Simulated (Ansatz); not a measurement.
Space group Pnma (No. 62). a = 8.165 Å, b = 4.507 Å, c = 7.479 Å, α = 90.00°, β = 90.00°, γ = 90.00°
```json
{"atom": "Cd", "site": "4c", "symmetry": ".m.", "x": "0.8408", "y": "0.7500", "z": "0.3990"}
{"atom": "Se", "site": "4c", "symmetry": ".m.", "x": "0.8223", "y": "0.2500", "z": "0.5960"}
```

Equation of state of this CdSe structure (not necessarily the ground state), with shape and atoms relaxed at each volume where symmetry leaves them free. Theory: Ansatz 0.2.0, DFT PBE, scalar-relativistic, plane waves, PAW.

Plane waves to 420 eV, a k mesh through Γ of 4×6×4 on the computed 8-atom cell and Gaussian smearing (0.02 eV); no spin polarisation.

```json
{"V (Å³/atom)": "30.274", "E − E(largest V) (meV/atom)": "-19.63", "P (GPa)": "0.56", "gap on mesh (eV)": "0.76"}
{"V (Å³/atom)": "31.306", "E − E(largest V) (meV/atom)": "-22.43", "P (GPa)": "0.34", "gap on mesh (eV)": "0.85"}
{"V (Å³/atom)": "32.338", "E − E(largest V) (meV/atom)": "-24.30", "P (GPa)": "0.22", "gap on mesh (eV)": "0.92"}
{"V (Å³/atom)": "33.370", "E − E(largest V) (meV/atom)": "-25.69", "P (GPa)": "0.18", "gap on mesh (eV)": "0.86"}
{"V (Å³/atom)": "34.402", "E − E(largest V) (meV/atom)": "-26.46", "P (GPa)": "0.00", "gap on mesh (eV)": "0.75"}
{"V (Å³/atom)": "35.435", "E − E(largest V) (meV/atom)": "-24.43", "P (GPa)": "-0.69", "gap on mesh (eV)": "0.66"}
{"V (Å³/atom)": "36.467", "E − E(largest V) (meV/atom)": "-17.23", "P (GPa)": "-1.54", "gap on mesh (eV)": "0.60"}
{"V (Å³/atom)": "37.843", "E − E(largest V) (meV/atom)": "0.00", "P (GPa)": "-2.48", "gap on mesh (eV)": "0.53"}
```

Problem. Does one Birch–Murnaghan curve describe these points?

Solution. Not well: the fit leaves 0.62 meV/atom rms, which suggests a change of structure or state along the series.

The slope of the tabulated pressures gives B = 11 GPa at V0, so the fit is only rough here.

The cell was found from a structure generator's guess, not taken from experiment.
